**Q:** I kept one cell of titanium in its ω structure and changed only the plane-wave cutoff. "Energy less tightest" is the energy relative to the run at 1000 eV. It falls at every step, but the pressure jumps, turns back, and turns back again. Why don't the two settle together?

GPAW 26.7.0 calculations with PBEsol, PAW data sets and plane waves for a fixed three-atom cell of ω titanium, without spin polarisation. The sweep value is the plane-wave cutoff in eV; all runs use a 4×4×6 k mesh and Fermi–Dirac smearing of 0.05 eV. Energies are extrapolated to zero smearing and given relative to the 1000 eV run.

```
sweep value  energy less tightest (meV/atom)  pressure (GPa)  largest force (eV/Å)
        200                            846.5          -34.18                 0.000
        250                            426.2           -6.43                 0.000
        300                            314.0           -8.79                 0.000
        350                            177.7           -8.36                 0.000
        400                             98.5           -5.69                 0.000
        500                             61.5           -3.88                 0.000
        600                             41.6           -4.35                 0.000
        800                              6.5           -3.82                 0.000
       1000                              0.0           -3.47                 0.000
```

**A:** Start with the energy. The cutoff sets the shortest wave from which the electron states may be built: about 0.87 Å at 200 eV and 0.39 Å at 1000 eV. In PAW the waves describe a smoothed version of each state inside a sphere around the atom, but even smoothed, titanium's 3d states are compact and need short waves to take their shape. So do its 3s and 3p states, if the data set treats them as valence states. Each increase gives them more freedom, so the energy falls. Half of the whole fall comes between 200 and 250 eV, where the basis is poorest.

**Q:** Would a metal without d electrons do the same?

**A:** The direction would be the same, but in a metal such as aluminium the energy curve is expected to flatten earlier. Its valence electrons are spread smoothly between the atoms, and long waves describe them well. What matters is how compact the valence states are and how far the data set smooths them, not whether the solid is a metal.

**Q:** That explains the energy. But the cell is the same in every row, so why should the pressure depend on the cutoff at all?

**A:** Think of what the stress calculation does. It asks how the energy changes when the cell is stretched a little, and it keeps the same set of waves while stretching. The waves are tied to the cell, so they grow longer with it. The stretched cell is therefore described by a slightly coarser basis, and its energy comes out too high. The cell seems to resist being stretched, which appears as a pull inwards, a negative pressure. This is known as Pulay stress.

**Q:** So the false pressure measures how much energy the basis still lacks?

**A:** No, and that is the key to your table. It measures how fast the energy is still changing with the cutoff. The energy error is the height of a curve above its end, while the false pressure follows the slope of that curve. A height can shrink steadily while the slope goes up and down.

**Q:** Can you put that into a formula?

**A:** Let E be the energy per atom, V the volume per atom and C the cutoff. The kinetic energy of a wave goes as one over its wavelength squared, so stretching at fixed waves lowers the effective cutoff as V^(−2/3). Hence dC/dV = −(2/3) C/V. Pressure is −dE/dV, and the chain rule adds a false part:

P(false) = (2/3) · (C/V) · dE/dC

As long as the energy falls with the cutoff, dE/dC is negative, and so is the false pressure.

**Q:** Let me try it between 300 and 350 eV. The energy falls by 136.3 meV per atom over 50 eV, so the slope is −0.00273 eV per eV. With C = 325 eV in the middle and V = 17.02 Å³, I get −0.0347 eV/Å³, or −5.6 GPa.

**A:** Now compare that with the computed pressures. Their mean over the two rows is (−8.79 − 8.36)/2 = −8.58 GPa, which lies 5.1 GPa below the value at 1000 eV. Your estimate is about 9% too strong, and it contains no fitted constant. It does assume that the true pressure of the cell hardly depends on the cutoff, and that little false pressure is left at 1000 eV, so that the whole difference is false pressure.

**Q:** Does it also explain why the pressure turns back after 250 eV?

**A:** Yes. From 250 to 300 eV the energy falls by 112 meV per atom, less than over the next 50 eV. The curve is flatter there and then steepens again. A flatter curve means a weaker false pull, so the pressure at 250 eV is less negative than at 300 or 350 eV. The row at 250 eV looks better than its neighbours only because it sits on a gentle stretch, with its energy still far too high.

**Q:** And the second turn, between 500 and 600 eV?

**A:** Read backwards, the formula turns each pressure into a slope. It gives about 0.13 meV per atom for each eV of cutoff at 500 eV, and 0.23 at 600 eV. So 500 eV would be another gentle stretch. The energies fit this picture but are too widely spaced there to show it on their own.

**Q:** Why should the energy curve have gentle stretches at all?

**A:** The runs do not prove a cause, but they narrow it. The smoothed state is joined to the true one at the edge of the sphere. Written as a sum of waves, such a joined function is expected to have a tail towards short wavelengths that oscillates instead of fading evenly, with a spacing set by the radius of the sphere. Where the tail passes near zero, new waves bring little energy, so another data set should put the gentle stretches at other cutoffs. The grid on which the code handles the electron density also changes in whole steps as the cutoff rises, but it is an unlikely cause. The stress is computed with the grid held fixed, so a jump in energy from a new grid would leave no mark in the pressure, and here the pressure follows the energy steps.

**Q:** How well does the formula do over the whole table?

**A:** From 250 eV upward it stays within about a quarter of the computed difference in every interval, as the output after this text shows. The last interval is a weak test, because it contains the reference run. Between 200 and 250 eV the estimate is −12 GPa against a computed −17 GPa. The slope changes so much there that averaging the two end pressures probably gives the steep end too much weight.

**Q:** The pressures at 500 and 800 eV differ by only 0.06 GPa. Could I have stopped at 500?

**A:** The energy still falls by 55 meV per atom between those two cutoffs, although much of such an error usually cancels in energy differences. The agreement in pressure is an accident: the false pressure goes as cutoff times slope, and a slope of about 0.13 meV per atom for each eV at 500 eV gives nearly the same product as 0.07 at 800 eV. Even 1000 eV is only the highest cutoff tried: the last step still changed the pressure by 0.35 GPa. The largest force is no help either. It is zero in every row because symmetry holds the atoms in place, even with the poorest basis.

**Q:** What goes wrong if I relax the cell at a low cutoff?

**A:** Every row below 1000 eV has a more negative pressure than the row at 1000 eV, so the relaxation would pull the cell too small. The −3.47 GPa left at 1000 eV is another matter. The energy is nearly flat there, and the slope over the last interval gives a false part of only about −0.18 GPa, so most of that pressure is probably not false: the fixed cell is simply larger than these settings prefer, and even a well-converged relaxation would shrink it somewhat. You can raise the cutoff until the pressure stops moving. Or you can compute energies at several volumes with the same cutoff and take the pressure from that curve, which largely avoids the false part.

The analysis program printed:

```
Each cutoff:
   row  shortest wavelength (angstrom)  plane waves relative to 200 eV  energy step from row before (meV/atom)  pressure step from row before (GPa)  pressure less that at 1000 eV (GPa)  implied energy gain (meV/atom per eV)
   200                          0.8672                               1                                     n/a                                  n/a                               -30.71                                  24.47
   250                          0.7757                           1.398                                  -420.3                                27.75                                -2.96                                  1.887
   300                          0.7081                           1.837                                  -112.2                                -2.36                                -5.32                                  2.826
   350                          0.6556                           2.315                                  -136.3                                 0.43                                -4.89                                  2.226
   400                          0.6132                           2.828                                   -79.2                                 2.67                                -2.22                                 0.8844
   500                          0.5485                           3.953                                     -37                                 1.81                                -0.41                                 0.1307
   600                          0.5007                           5.196                                   -19.9                                -0.47                                -0.88                                 0.2337
   800                          0.4336                               8                                   -35.1                                 0.53                                -0.35                                0.06971
  1000                          0.3878                           11.18                                    -6.5                                 0.35                                    0                                      0
Interval ending at the row:
   row  middle of interval (eV)  energy gain (meV/atom per eV)  estimated Pulay pressure (GPa)  mean pressure less that at 1000 eV (GPa)  estimate over computed  estimate less computed (GPa)
   250                      225                          8.406                          -11.87                                    -16.84                   0.705                         4.966
   300                      275                          2.244                          -3.873                                     -4.14                  0.9354                        0.2673
   350                      325                          2.726                           -5.56                                    -5.105                   1.089                       -0.4549
   400                      375                          1.584                          -3.728                                    -3.555                   1.049                       -0.1727
   500                      450                           0.37                          -1.045                                    -1.315                  0.7946                        0.2701
   600                      550                          0.199                         -0.6869                                    -0.645                   1.065                      -0.04187
   800                      700                         0.1755                          -0.771                                    -0.615                   1.254                        -0.156
  1000                      900                         0.0325                         -0.1836                                    -0.175                   1.049                     -0.008563
Largest miss of the estimate from 250 eV upward (GPa): 0.4549
Smallest ratio of estimate to computed from 250 eV upward: 0.7946
Largest ratio of estimate to computed from 250 eV upward: 1.254
Share of the whole energy fall gained from 200 to 250 eV (percent): 49.65
Energy still gained from 500 to 800 eV (meV/atom): 55
Pressure difference between 500 and 800 eV (GPa): 0.06
Plane waves at 1000 eV relative to 800 eV: 1.398
```
